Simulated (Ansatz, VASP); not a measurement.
**Two plane-wave programs on Ir**

```xyz
1
Lattice="0.0000 1.9270 1.9270 1.9270 0.0000 1.9270 1.9270 1.9270 0.0000" Properties=species:S:1:pos:R:3 pbc="T T T"
Ir    0.0000    0.0000    0.0000
```

Alike in both runs: task single point; functional PBE; k mesh 10 × 10 × 10; occupations methfessel-paxton of order 1, width 0.049 eV; no spin polarisation; Hubbard terms Ir d U = 7.0 eV, J = 0.59 eV.

|  | VASP | Ansatz |
| --- | --- | --- |
| version | VASP 6.6.1 | Ansatz 0.2.0 |
| potentials or method | VASP PAW PBE potentials, release 64 (Ir) | scalar-relativistic, plane waves, PAW |
| plane-wave cutoff (eV) | 520 | 420 |
| valence electrons in the cell | 9 | 17 |

Ansatz gave:

| Property | Result |
| --- | --- |
| gap on the k mesh at the Fermi level (eV) | none |
| pressure (GPa) | 4.9 |

Estimate VASP's values.

gap on the k mesh at the Fermi level (eV): none; pressure (GPa): -20.4.

The programs project onto different local orbitals, so the same U acts differently. A gap of «none» marks a metal or a gap that the smearing closes. The two sets of potentials don't hold the same shells in valence. Ansatz warned: «filled_band_counts_differ_across_k_points».

Caveats: U without spin polarisation on a metal has little footing; the U is typed as a test and isn't derived for this compound. The runs have no spin-orbit coupling, so splittings on Ir are missing.
